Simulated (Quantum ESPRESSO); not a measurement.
# Sn (I4/mmm) in Quantum ESPRESSO: further runs, part 4 of 5

Quantum ESPRESSO 7.5. The steps go on from the part before.

**5. Phonons, LDA**

pw.in reads:

```
&CONTROL
  calculation = 'scf'
  prefix = 'pwscf'
  outdir = './tmp'
  pseudo_dir = './pseudo'
  tprnfor = .true.
  tstress = .true.
  disk_io = 'low'
/
&SYSTEM
  ibrav = 0
  celldm(1) = 8
  nat = 1
  ntyp = 1
  ecutwfc = 72
  nbnd = 13
  occupations = 'smearing'
  smearing = 'mv'
  degauss = 0.00999582
/
&ELECTRONS
  conv_thr = 2d-10
  electron_maxstep = 120
  mixing_beta = 0.5
/
ATOMIC_SPECIES
Sn   118.7100 Sn.upf
CELL_PARAMETERS alat
 -0.4793265302226   0.4793265302226   0.3922976923850
  0.4793265302226  -0.4793265302226   0.3922976923850
  0.4793265302226   0.4793265302226  -0.3922976923850
ATOMIC_POSITIONS crystal
Sn     0.0000000000    0.0000000000    0.0000000000
K_POINTS automatic
10 10 10 0 0 0
```

relax.in reads:

```
&CONTROL
  calculation = 'vc-relax'
  prefix = 'pwscf'
  outdir = './tmp'
  pseudo_dir = './pseudo'
  tprnfor = .true.
  tstress = .true.
  disk_io = 'low'
  nstep = 40
  forc_conv_thr = 0.0001
  etot_conv_thr = 1d-06
/
&SYSTEM
  ibrav = 0
  celldm(1) = 8
  nat = 1
  ntyp = 1
  ecutwfc = 72
  nbnd = 13
  occupations = 'smearing'
  smearing = 'mv'
  degauss = 0.00999582
/
&ELECTRONS
  conv_thr = 2d-10
  electron_maxstep = 120
  mixing_beta = 0.5
/
&IONS
  ion_dynamics = 'bfgs'
/
&CELL
  cell_dynamics = 'bfgs'
  press = 0
  press_conv_thr = 0.2
/
ATOMIC_SPECIES
Sn   118.7100 Sn.upf
CELL_PARAMETERS alat
 -0.4793265302226   0.4793265302226   0.3922976923850
  0.4793265302226  -0.4793265302226   0.3922976923850
  0.4793265302226   0.4793265302226  -0.3922976923850
ATOMIC_POSITIONS crystal
Sn     0.0000000000    0.0000000000    0.0000000000
K_POINTS automatic
10 10 10 0 0 0
```

scf2.in reads:

```
&CONTROL
  calculation = 'scf'
  prefix = 'pwscf'
  outdir = './tmp'
  pseudo_dir = './pseudo'
  tprnfor = .true.
  tstress = .true.
  disk_io = 'low'
/
&SYSTEM
  ibrav = 0
  celldm(1) = 8
  nat = 1
  ntyp = 1
  ecutwfc = 72
  nbnd = 13
  occupations = 'smearing'
  smearing = 'mv'
  degauss = 0.00999582
/
&ELECTRONS
  conv_thr = 1d-13
  electron_maxstep = 120
  mixing_beta = 0.5
  startingpot = 'file'
  startingwfc = 'file'
/
ATOMIC_SPECIES
Sn   118.7100 Sn.upf
CELL_PARAMETERS alat
 -0.4665000912761   0.4665000912761   0.3874107097558
  0.4665000912761  -0.4665000912761   0.3874107097558
  0.4665000912761   0.4665000912761  -0.3874107097558
ATOMIC_POSITIONS crystal
Sn     0.0000000000    0.0000000000    0.0000000000
K_POINTS automatic
10 10 10 0 0 0
```

ph.in reads:

```
phonons of Sn
&INPUTPH
  prefix = 'pwscf'
  outdir = './tmp'
  tr2_ph = 1d-18
  fildyn = 'dyn'
  niter_ph = 90
  alpha_mix(1) = 0.4
/
0.5359055757 0.5359055757 0.6453099868
```

Potentials or basis: PseudoDojo 0.4.1 SR LDA standard.

On the command line:

```console
OMP_NUM_THREADS=1 pw.x -in pw.in > pw.out
OMP_NUM_THREADS=1 pw.x -in relax.in > relax.out
OMP_NUM_THREADS=1 pw.x -in scf2.in > scf2.out
OMP_NUM_THREADS=1 ph.x -in ph.in > ph.out
```

pw.out:

```text
This program is part of the open-source Quantum ESPRESSO suite
     for quantum simulation of materials; please cite
[... 9 lines left out ...]
     --------------------
     sticks:   dense  smooth     PW     G-vecs:    dense   smooth      PW
     Sum         769     769    267                15241    15241    3091

     Using Slab Decomposition

     bravais-lattice index     =            0
     lattice parameter (alat)  =       8.0000  a.u.
     unit-cell volume          =     184.5902 (a.u.)^3
     number of atoms/cell      =            1
     number of atomic types    =            1
     number of electrons       =        14.00
     number of Kohn-Sham states=           13
     kinetic-energy cutoff     =      72.0000  Ry
     charge density cutoff     =     288.0000  Ry
     scf convergence threshold =      2.0E-10
     mixing beta               =       0.5000
     number of iterations used =            8  plain     mixing
     Exchange-correlation= SLA  PW   NOGX NOGC
                           (   1   4   0   0   0   0   0)

     celldm(1)=   8.000000  celldm(2)=   0.000000  celldm(3)=   0.000000
     celldm(4)=   0.000000  celldm(5)=   0.000000  celldm(6)=   0.000000

     crystal axes: (cart. coord. in units of alat)
               a(1) = (  -0.479327   0.479327   0.392298 )
               a(2) = (   0.479327  -0.479327   0.392298 )
               a(3) = (   0.479327   0.479327  -0.392298 )

     reciprocal axes: (cart. coord. in units 2 pi/alat)
               b(1) = ( -0.000000  1.043130  1.274542 )
               b(2) = (  1.043130 -0.000000  1.274542 )
               b(3) = (  1.043130  1.043130  0.000000 )

     PseudoPot. # 1 for Sn read from file:
     Sn.upf
     Pseudo is Norm-conserving + core correction, Zval = 14.0
     Generated using ONCVPSP code by D. R. Hamann
     Using radial grid of 1608 points,  6 beta functions with:
                l(1) =   0
                l(2) =   0
                l(3) =   1
                l(4) =   1
                l(5) =   2
                l(6) =   2

     atomic species   valence    mass     pseudopotential
     Sn               14.00   118.71000     Sn( 1.00)

     16 Sym. Ops., with inversion, found

   Cartesian axes

     site n.     atom                  positions (alat units)
         1        Sn     tau(   1) = (   0.0000000   0.0000000   0.0000000  )

     number of k points=   102  Marzari-Vanderbilt smearing, width (Ry)=  0.0100

     Number of k-points >= 100: set verbosity='high' to print them.

     Dense  grid:    15241 G-vectors     FFT dimensions: (  36,  36,  36)

     Initial potential from superposition of free atoms

     starting charge      13.9988, renormalised to      14.0000
     Starting wfcs are    9 randomized atomic wfcs +    4 random wfcs

     Self-consistent Calculation

     iteration #  1     ecut=    72.00 Ry     beta= 0.50
     Davidson diagonalization with overlap
     ethr =  1.00E-02,  avg # of iterations =  4.6

     Threshold (ethr) on eigenvalues was too large:
     Diagonalizing with lowered threshold

     Davidson diagonalization with overlap
     c_bands:  1 eigenvalues not converged
     ethr =  2.06E-05,  avg # of iterations =  5.3

     total energy              =    -157.15369051 Ry
     estimated scf accuracy    <       0.00291431 Ry

     iteration #  2     ecut=    72.00 Ry     beta= 0.50
     Davidson diagonalization with overlap
     ethr =  2.08E-05,  avg # of iterations =  1.2
[... 32 lines left out ...]
     iteration #  7     ecut=    72.00 Ry     beta= 0.50
     Davidson diagonalization with overlap
     ethr =  1.47E-11,  avg # of iterations =  2.3

     End of self-consistent calculation

     Number of k-points >= 100: set verbosity='high' to print the bands.

     the Fermi energy is    10.6429 ev

!    total energy              =    -157.15396114 Ry
     estimated scf accuracy    <          6.7E-11 Ry
     smearing contrib. (-TS)   =       0.00000311 Ry
     internal energy E=F+TS    =    -157.15396425 Ry

     The total energy is F=E-TS. E is the sum of the following terms:
     one-electron contribution =     -48.07893745 Ry
     hartree contribution      =      33.57728889 Ry
     xc contribution           =     -43.38813548 Ry
     ewald contribution        =     -99.26418021 Ry

     convergence has been achieved in   7 iterations

     Forces acting on atoms (cartesian axes, Ry/au):

     atom    1 type  1   force =     0.00000000    0.00000000    0.00000000

     Total force =     0.000000     Total SCF correction =     0.000000

     Computing stress (Cartesian axis) and pressure

          total   stress  (Ry/bohr**3)                   (kbar)     P=      -31.96
  -0.00023187   0.00000000  -0.00000000          -34.11        0.00       -0.00
  -0.00000000  -0.00023187  -0.00000000           -0.00      -34.11       -0.00
  -0.00000000   0.00000000  -0.00018805           -0.00        0.00      -27.66

=------------------------------------------------------------------------------=
   JOB DONE.
=------------------------------------------------------------------------------=
```

scf2.out:

```text
This program is part of the open-source Quantum ESPRESSO suite
     for quantum simulation of materials; please cite
[... 9 lines left out ...]
     --------------------
     sticks:   dense  smooth     PW     G-vecs:    dense   smooth      PW
     Sum         749     749    257                14241    14241    2949
[... 103 lines left out ...]
  -0.00000198  -0.00000000  -0.00000000           -0.29       -0.00       -0.00
  -0.00000000  -0.00000198  -0.00000000           -0.00       -0.29       -0.00
  -0.00000000  -0.00000000  -0.00000194           -0.00       -0.00       -0.29

=------------------------------------------------------------------------------=
   JOB DONE.
=------------------------------------------------------------------------------=
```

Run time: 13 min. Hardware: 1 thread of Arm Neoverse V1, shared host; peak memory 0.09 GiB.

What came out:

```
Free energy                                 : -2138.2082 eV
Relaxed volume                              : 25.59 Å³/atom
Relaxed cell                                : a = 3.239 Å, b = 3.239 Å, c = 3.239 Å, α = 104.86°, β = 104.86°, γ = 119.15°
Space group after relaxing (to 0.05 Å)      : I4/mmm (No. 139)
Pressure after relaxing                     : 0.0 GPa
Band gap on the k mesh                      : none (metal or under the smearing width)
Highest phonon frequency at the q point run : 79 cm⁻¹
```

Step by step:
```tsv
step	energy change (eV)	largest force (eV/Å)	pressure (GPa)	volume (Å³)
1	0.0000	0.0000	-3.20	27.35
2	-0.0080	0.0000	-2.50	26.91
3	-0.0159	0.0000	-1.39	26.28
4	-0.0194	0.0000	0.28	25.48
5	-0.0195	0.0000	0.05	25.57
6	-0.0196	0.0000	-0.04	25.61
7	-0.0197	0.0000	-0.04	25.60
8	-0.0197	0.0000	-0.01	25.59
```

Final structure:
```cif
data_structure
_symmetry_space_group_name_H-M 'P 1'
_symmetry_Int_Tables_number 1
_cell_length_a 3.2389
_cell_length_b 3.2389
_cell_length_c 3.2389
_cell_angle_alpha 104.857
_cell_angle_beta 104.857
_cell_angle_gamma 119.155
_cell_volume 25.59
loop_
_atom_site_label
_atom_site_type_symbol
_atom_site_fract_x
_atom_site_fract_y
_atom_site_fract_z
_atom_site_occupancy
Sn1 Sn 0.00000 0.00000 0.00000 1
```

Levels at points of the mesh, in eV from the Fermi level:
| k point | band 3 | band 4 | band 5 | band 6 | band 7 | band 8 | band 9 | band 10 | band 11 | band 12 |
| --- | --- | --- | --- | --- | --- | --- | --- | --- | --- | --- |
| (0.00, 0.00, 0.00) | -21.40 | -21.38 | -21.25 | -11.55 | 7.30 | 7.30 | 9.77 | 10.91 | 12.14 | 13.15 |
| (0.00, 0.00, -0.50) | -21.35 | -21.30 | -21.19 | -7.41 | -4.97 | 5.92 | 8.05 | 10.75 | 11.15 | 12.63 |
| (0.00, -0.50, 0.00) | -21.30 | -21.22 | -21.18 | -5.92 | -4.45 | 3.26 | 4.62 | 7.65 | 7.76 | 14.60 |
| (-0.50, -0.50, -0.50) | -21.21 | -21.21 | -21.18 | -3.15 | -1.60 | -1.60 | 2.38 | 3.20 | 6.15 | 20.29 |

Phonon frequencies in cm⁻¹ (negative: imaginary):
| q point | frequencies |
| --- | --- |
| (0.250, 0.250, 0.250) | 73 73 79 |

Phonon modes at q = (0.250, 0.250, 0.250) in reciprocal lattice units:
```
mode  symmetry  cm⁻¹
   1         E    73
   2         E    73
   3       B_2    79
```

Caveat: the q point doesn't lie on the k mesh, which can shift a metal's frequencies strongly unless the mesh is converged.

(Part 4 of 5 ends here.)
